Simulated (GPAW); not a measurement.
# How the form of the self-energy moves the gap of LiBr (Fm-3m)

Aim: compare treatments of exchange, screening and correlation for the gap of LiBr (Fm-3m).

Main program and level: GPAW 26.7.0; PBE and many-body steps on it, plane waves.

## 1. Set-up

The structure is cubic, space group Fm-3m (No. 225). Conventional cell: a = 5.501 Å, b = 5.501 Å, c = 5.501 Å, α = 90.00°, β = 90.00°, γ = 90.00°. Nearest to Li lie 6 Br at 2.75 Å. Nearest to Br lie 6 Li at 2.75 Å. Farther neighbours and most contacts between anions are not listed.

Coordinates:

```xyz
2
Lattice="0.0000 2.7507 2.7507 2.7506 0.0000 2.7506 2.7506 2.7507 0.0000" Properties=species:S:1:pos:R:3 pbc="T T T"
Li    0.0000    0.0000    0.0000
Br    2.7506    2.7507    2.7506
```

The cell and positions come from the Crystallography Open Database and are kept as given unless a step says otherwise.

## 2. Empty states on the mesh, 6×6×6 mesh, 228 bands

This step: GPAW 26.7.0; DFT, PBE, plane waves, PAW.

The sums over transitions need many empty states on a uniform mesh; this step solves for them.

Input file run.py:

```python
import json
import numpy as np
from gpaw.mpi import world
from gpaw import GPAW

calc = GPAW('gs.gpw').fixed_density(kpts={'size': (6, 6, 6), 'gamma': True},
    parallel={'domain': 1, 'band': 1},
    txt='nscf.txt')
calc.diagonalize_full_hamiltonian(nbands=228)
calc.write('full.gpw', mode='all')
res = {}
kpts = calc.get_ibz_k_points()
res['kpts'] = kpts
res['eigenvalues'] = [calc.get_eigenvalues(kpt=k) for k in range(len(kpts))]
res['n_electrons'] = calc.get_number_of_electrons()

if world.rank == 0:
    with open('result.json', 'w') as f:
        json.dump(res, f, default=lambda x: x.tolist())
```

Run with:

```bash
mpirun -n 4 gpaw python run.py
```

Numbers of over 12 decimals in the logs are rounded to 6 here.

Output:

```text
Diagonalizing LCAO Hamiltonian
Converting LCAO to pw mode
convergence criteria:
- Maximum integral of absolute [eigenst]ate change: 4e-08 eV^2 / valence electron
maximum number of iterations: 100

SCF iterations
|iter     |     time |      energy | eigst |  dens |
|iter:   1|  |             | +0.89 |       |
|iter:   2|  |             | -0.59 |       |
|iter:   3|  |             | -1.41 |       |
|iter:   4|  |             | -2.42 |       |
|iter:   5|  |             | -4.07 |       |
|iter:   6|  |             | -5.72 |       |
|iter:   7|  |             | -6.77 |       |
|iter:   8|  |             | -8.27c|       |
SCF steps: 8
  __  _  _
 | _ |_)|_||  |
 |__||  | ||/\| - 26.7.0

Input parameters:
  mode=PW(ecut=600.0),
  convergence={'density': 1e-06, 'bands': -3},
  gpts=array([24, 24, 24]),
  kpts=MonkhorstPack(size=(6, 6, 6), gamma=True),
  maxiter=100,
  nbands=11,
  occupations=Occupations(name='fermi-dirac', width=0.001, fixmagmom=False),
  parallel={'domain': 1, 'band': 1},
  xc=XC(name='PBE')
Matrix size: 1411x1411
# Writing to full.gpw (mode='all')
  [... matrices ...]

timing:  # [seconds]
  Total: 5.710  # ━━━━━━━━━━━━━━━━━━━━━━━━━━━━━━━━━━━━━━━━━━━━━━━━━━━━━━━━━━━
```

It took 9.2 s on 4 MPI ranks of Intel Xeon 6975P-C (Granite Rapids), shared host; peak memory 1.5 GiB; 36 s of CPU time.

This step gave:

| Item | Value |
| --- | --- |
| gap | 4.936 eV |
| k of the valence top | 0, 0, 0 |
| k of the conduction bottom | 0, 0, 0 |
| least direct gap | 4.936 eV |
| k points computed | 16 |
| lowest point of the top converged band, above the valence top | 168.0689 eV |

On this mesh the gap is 4.936 eV.

## 3. G0W0, Godby-Needs plasmon pole

Now the one-shot GW correction: screening in the RPA, then the self-energy of the levels asked for.

This step: G0W0 on PBE, plane waves, PAW.

Input file run.py:

```python
import json
import numpy as np
from gpaw.mpi import world
from gpaw.response.g0w0 import G0W0

gw = G0W0('full.gpw',
    filename='gw',
    kpts=[0],
    bands=(2, 6),
    ecut=175,
    nbands=218,
    integrate_gamma='WS',
    ppa=True)
gw.calculate()
res = {mode: {k: v for k, v in r.items() if k != 'sigma_eskwn'}
       for mode, r in gw.all_results.items()}

if world.rank == 0:
    with open('result.json', 'w') as f:
        json.dump(res, f, default=lambda x: x.tolist())
```

Run with:

```bash
mpirun -n 4 gpaw python run.py
```

Output:

```text
Using integrator: PointIntegrator
FrequencyGridDescriptor(from 0.000+0.000j to 0.000+27.211j eV, 2 points)
Nonperiodic BCs:  [False False False]
Using integrator: PointIntegrator
FrequencyGridDescriptor(from 0.000+0.000j to 0.000+27.211j eV, 2 points)
Nonperiodic BCs:  [False False False]
  ___  _ _ _
 |   || | | |
 | | || | | |
 |__ ||_____|
 |___|

BZ k-points: Symmetries present (total): 48

  [... matrices ...]
216 k-points: 6 x 6 x 6 Monkhorst-Pack grid + [1/12,1/12,1/12]
16 k-points in the irreducible part of the Brillouin zone
       k-points in crystal coordinates                weights
   0:     0.00000000    0.00000000    0.00000000          1/216
   1:     0.16666667    0.16666667    0.00000000          6/216
   2:     0.16666667    0.16666667    0.16666667          8/216
   3:     0.33333333    0.16666667    0.16666667         12/216
   4:     0.33333333    0.33333333   -0.33333333         12/216
   5:     0.33333333    0.33333333    0.00000000          6/216
   6:     0.33333333    0.33333333    0.16666667         24/216
   7:     0.33333333    0.33333333    0.33333333          8/216
   8:     0.50000000    0.33333333   -0.33333333         24/216
   9:     0.50000000    0.33333333   -0.16666667         12/216
          ...
  15:     0.50000000    0.50000000    0.50000000          4/216

Distributing spins, k-points and bands (1 x 1 x 4) over 4 processes
Number of blocks: 1

Quasi particle states:
k-points (IBZ indices): [0]
Band range: (2, 6)
  [... matrices ...]
Computational parameters:
Plane wave cut-off: 175 eV
Number of bands: 218
Coulomb cutoff: None
Broadening: 0.1 eV

fxc modes: GW
Kernel: RPA
Using Godby-Needs plasmon-pole approximation:
  Fitting energy: i*E0, E0 = 1.000 Hartree
Summing all q:

Calculating screened Coulomb potential
No Coulomb truncation
FrequencyGridDescriptor(from 0.000+0.000j to 0.000+27.211j eV, 2 points)
Removing empty qpoint cache files...

Calculating chi0 body with:
    Ground state adapter containing:
    Number of spins: 1
    Number of kpoints: 216
    Number of irreducible kpoints: 16
    Number of completely occupied states: 4
    Number of partially occupied states: 4
    Occupied states memory: 0.84375 M / cpu

    Linear response parametrization:
    q_c: [1.3877787807814457e-17, 1.3877787807814457e-17, 1.3877787807814457e-17]
    Number of frequency points: 2
    Planewave cutoff: 175.0
    Number of bands: 218
    Number of planewaves: 229
    Broadening (eta): 1e-06
    comm.size: 4
    kncomm.size: 4
    blockcomm.size: 1

    Memory estimate of potentially large arrays:
        chi0_wGG: 1.600372 M / cpu
Integrating chi0 body.

Symmetries of q_c:
    Direct symmetries (Uq -> q): 48
    Indirect symmetries (TUq -> q): 0
In total 48 allowed symmetries.

  [... matrices ...]
16 groups of equivalent kpoints. 92.592593% reduction.

Integral kind: response function
Integrating chi0 head and wings.

Symmetries of q_c:
    Direct symmetries (Uq -> q): 48
    Indirect symmetries (TUq -> q): 0
In total 48 allowed symmetries.

  [... matrices ...]
16 groups of equivalent kpoints. 92.592593% reduction.

Integral kind: response function wings

Calculating chi0 body with:
    Ground state adapter containing:
    Number of spins: 1
    Number of kpoints: 216
    Number of irreducible kpoints: 16
    Number of completely occupied states: 4
    Number of partially occupied states: 4
[... the further q-points ...]

Results:
f:      Occupation numbers
eps:     KS-eigenvalues [eV]
vxc:     KS vxc [eV]
exx:     Exact exchange [eV]
sigma:   Self-energies [eV]
dsigma:  Self-energy derivatives
Z:       Renormalization factors
qp:      QP-energies [eV]

k-point 0 (0): (0.000, 0.000, 0.000)                GW
band       f     eps     vxc     exx   sigma  dsigma       Z      qp
                                                                   GW
   2   1.000   0.844 -16.264 -19.835   1.595  -0.230   0.813  -0.761
   3   1.000   0.844 -16.264 -19.835   1.595  -0.230   0.813  -0.761
   4   0.000   5.781 -10.392  -6.257  -3.398  -0.182   0.846   6.403
   5   0.000  11.387  -9.104  -4.418  -3.756  -0.191   0.839  12.168
```

Elapsed: 2.3 min, on 4 MPI ranks; peak memory 1.2 GiB.

This step gave:

```yaml
g0w0_gap_on_the_points_computed: 7.165 eV
least_direct_g0w0_gap_on_the_computed_points: 7.165 eV
z_at_the_valence_top: 0.8128
z_at_the_conduction_bottom: 0.8458
starting_gap_on_the_mesh: 4.936 eV
k_of_the_valence_top: 0, 0, 0
k_of_the_conduction_bottom: 0, 0, 0
```

The gap on the mesh goes from 4.94 eV to 7.16 eV, a correction of +2.23 eV.

## 4. G0W0, full frequency, Hilbert transform

Edit run.py of step 3 so:

```diff
@@ -12,3 +12,5 @@
     integrate_gamma='WS',
-    ppa=True)
+    frequencies={'type': 'nonlinear', 'domega0': 0.1, 'omega2': 15.0},
+    eta=0.1,
+    nblocksmax=True)
 gw.calculate()
```

Run with:

```bash
mpirun -n 4 gpaw python run.py
```

Output:

```text
Using integrator: PointIntegrator
NonLinearFrequencyDescriptor(from 0.000 to 185.561 eV, 304 points)
Nonperiodic BCs:  [False False False]
Using integrator: PointIntegrator
NonLinearFrequencyDescriptor(from 0.000 to 185.561 eV, 304 points)
Nonperiodic BCs:  [False False False]
  ___  _ _ _
 |   || | | |
 | | || | | |
 |__ ||_____|
 |___|

BZ k-points: Symmetries present (total): 48

  [... matrices ...]
216 k-points: 6 x 6 x 6 Monkhorst-Pack grid + [1/12,1/12,1/12]
16 k-points in the irreducible part of the Brillouin zone
       k-points in crystal coordinates                weights
   0:     0.00000000    0.00000000    0.00000000          1/216
   1:     0.16666667    0.16666667    0.00000000          6/216
   2:     0.16666667    0.16666667    0.16666667          8/216
[...]
9:     0.50000000    0.33333333   -0.16666667         12/216
          ...
  15:     0.50000000    0.50000000    0.50000000          4/216

Distributing spins, k-points and bands (1 x 1 x 4) over 1 process
Number of blocks: 4

Quasi particle states:
k-points (IBZ indices): [0]
Band range: (2, 6)
  [... matrices ...]
Computational parameters:
Plane wave cut-off: 175 eV
Number of bands: 218
Coulomb cutoff: None
Broadening: 0.1 eV

fxc modes: GW
Kernel: RPA
Using full-frequency real axis integration
Summing all q:

Calculating screened Coulomb potential
No Coulomb truncation
NonLinearFrequencyDescriptor(from 0.000 to 185.561 eV, 304 points)
Removing empty qpoint cache files...

Calculating chi0 body with:
    Ground state adapter containing:
    Number of spins: 1
    Number of kpoints: 216
    Number of irreducible kpoints: 16
    Number of completely occupied states: 4
    Number of partially occupied states: 4
    Occupied states memory: 0.84375 M / cpu

    Linear response parametrization:
    q_c: [1.3877787807814457e-17, 1.3877787807814457e-17, 1.3877787807814457e-17]
    Number of frequency points: 304
    Planewave cutoff: 175.0
    Number of bands: 218
    Number of planewaves: 229
    Broadening (eta): 0.1
    comm.size: 4
    kncomm.size: 1
    blockcomm.size: 4

    Memory estimate of potentially large arrays:
        chi0_wGG: 60.814148 M / cpu
Integrating chi0 body.

Symmetries of q_c:
    Direct symmetries (Uq -> q): 48
    Indirect symmetries (TUq -> q): 0
In total 48 allowed symmetries.

  [... matrices ...]
16 groups of equivalent kpoints. 92.592593% reduction.

Integral kind: spectral function
Integrating chi0 head and wings.

Symmetries of q_c:
    Direct symmetries (Uq -> q): 48
    Indirect symmetries (TUq -> q): 0
In total 48 allowed symmetries.

  [... matrices ...]
16 groups of equivalent kpoints. 92.592593% reduction.

Integral kind: spectral function wings

Calculating chi0 body with:
    Ground state adapter containing:
    Number of spins: 1
    Number of kpoints: 216
    Number of irreducible kpoints: 16
    Number of completely occupied states: 4
    Number of partially occupied states: 4
[... the further q-points ...]

Results:
f:      Occupation numbers
eps:     KS-eigenvalues [eV]
vxc:     KS vxc [eV]
exx:     Exact exchange [eV]
sigma:   Self-energies [eV]
dsigma:  Self-energy derivatives
Z:       Renormalization factors
qp:      QP-energies [eV]

k-point 0 (0): (0.000, 0.000, 0.000)                GW
band       f     eps     vxc     exx   sigma  dsigma       Z      qp
                                                                   GW
   2   1.000   0.844 -16.264 -19.835   1.519  -0.250   0.800  -0.796
   3   1.000   0.844 -16.264 -19.835   1.519  -0.250   0.800  -0.796
   4   0.000   5.781 -10.392  -6.257  -3.399  -0.199   0.834   6.394
   5   0.000  11.387  -9.104  -4.418  -3.771  -0.212   0.825  12.142
```

Elapsed: 3.3 min, on 4 MPI ranks; peak memory 2 GiB.

Numbers from this step:

```yaml
g0w0_gap_on_the_points_computed: 7.191 eV
least_direct_g0w0_gap_on_the_computed_points: 7.191 eV
z_at_the_valence_top: 0.7997
z_at_the_conduction_bottom: 0.8339
starting_gap_on_the_mesh: 4.936 eV
k_of_the_valence_top: 0, 0, 0
k_of_the_conduction_bottom: 0, 0, 0
```

Against G0W0 in GPAW (6×6×6 mesh, 218 bands, screening to 175 eV, Godby-Needs plasmon pole), the gap moves by +0.026 eV.

## 5. G0W0, multipole

Edit run.py of step 4 so:

```diff
@@ -12,5 +12,3 @@
     integrate_gamma='WS',
-    frequencies={'type': 'nonlinear', 'domega0': 0.1, 'omega2': 15.0},
-    eta=0.1,
-    nblocksmax=True)
+    mpa={'npoles': 4, 'wrange': [0, 40], 'varpi': 20.0, 'eta0': 0.01, 'eta_rest': 1.0, 'alpha': 1})
 gw.calculate()
```

Run with:

```bash
mpirun -n 4 gpaw python run.py
```

Output:

```text
Using integrator: PointIntegrator
FrequencyGridDescriptor(from 0.000+0.010j to 40.000+20.000j eV, 8 points)
Nonperiodic BCs:  [False False False]
Using integrator: PointIntegrator
FrequencyGridDescriptor(from 0.000+0.010j to 40.000+20.000j eV, 8 points)
Nonperiodic BCs:  [False False False]
  ___  _ _ _
 |   || | | |
 | | || | | |
 |__ ||_____|
 |___|

BZ k-points: Symmetries present (total): 48

  [... matrices ...]
216 k-points: 6 x 6 x 6 Monkhorst-Pack grid + [1/12,1/12,1/12]
16 k-points in the irreducible part of the Brillouin zone
[...]
Results:
f:      Occupation numbers
eps:     KS-eigenvalues [eV]
vxc:     KS vxc [eV]
exx:     Exact exchange [eV]
sigma:   Self-energies [eV]
dsigma:  Self-energy derivatives
Z:       Renormalization factors
qp:      QP-energies [eV]

k-point 0 (0): (0.000, 0.000, 0.000)                GW
band       f     eps     vxc     exx   sigma  dsigma       Z      qp
                                                                   GW
   2   1.000   0.844 -16.264 -19.835   1.609  -0.250   0.800  -0.724
   3   1.000   0.844 -16.264 -19.835   1.609  -0.250   0.800  -0.724
   4   0.000   5.781 -10.392  -6.257  -3.368  -0.193   0.838   6.424
   5   0.000  11.387  -9.104  -4.418  -3.752  -0.214   0.823  12.156
```

Wall time 4.5 min (4 MPI ranks); peak memory 1.4 GiB; 18 min of CPU time.

Numbers from this step:

* G0W0 gap on the points computed: 7.148 eV
* least direct G0W0 gap on the computed points: 7.148 eV
* starting gap on the mesh: 4.936 eV
* k of the valence top: 0, 0, 0
* k of the conduction bottom: 0, 0, 0

Against G0W0 in GPAW (6×6×6 mesh, 218 bands, screening to 175 eV, Godby-Needs plasmon pole), the gap moves by −0.017 eV.

## 6. The runs together

Times are wall times on 4 MPI ranks of Intel Xeon 6975P-C (Granite Rapids), shared host, good to a factor of about two.

| run | mesh | bands | screening cutoff (eV) | DFT gap (eV) | gap on the mesh (eV) | direct (eV) | time |
| --- | --- | --- | --- | --- | --- | --- | --- |
| G0W0, Godby-Needs plasmon pole | 6×6×6 | 218 | 175 | 4.936 | 7.165 | 7.165 | 2.3 min |
| G0W0, full frequency, Hilbert transform | 6×6×6 | 218 | 175 | 4.936 | 7.191 | 7.191 | 3.3 min |
| G0W0, multipole | 6×6×6 | 218 | 175 | 4.936 | 7.148 | 7.148 | 4.5 min |

## 7. Outcome

```json
{
  "G0W0, Godby-Needs plasmon pole": "7.165 eV",
  "G0W0, full frequency, Hilbert transform": "7.191 eV",
  "G0W0, multipole": "7.148 eV",
  "known limits": "not at the basis limit; no spin-orbit coupling"
}
```

G0W0, full frequency, Hilbert transform: +0.026 eV against G0W0, Godby-Needs plasmon pole. G0W0, multipole: −0.017 eV against G0W0, Godby-Needs plasmon pole. Bands and cutoff are finite, so the gap is not at the basis limit. The miss can reach some tenths of an eV and take either sign; the mesh is an error of its own. These stock PAW sets were not made for GW; the filled d or f shell of Br lies in the frozen core, which bears on start and correction. In the G0W0 runs levels were corrected at 1 k point alone, so a gap called «on the mesh» is the least over those, and an edge elsewhere would be missed. The many-body steps are scalar-relativistic: spin-orbit coupling is not in them.

[Paths, hosts, dates, memory and timing lines, banners, echoed tables and standing remarks are left out of the program output.]

[Logs are printed without paths, hosts, clocks, repeated set-up lines and the standing remarks that a program may print on its own settings, such as how far it seeks lower states.]

[Runs of the session that timed out or met a known fault of the program may be left out.]

[Hosts, paths, dates, database ids (printed as entryN), source tags and the programs' standing remarks are cut or masked in the printed files.]
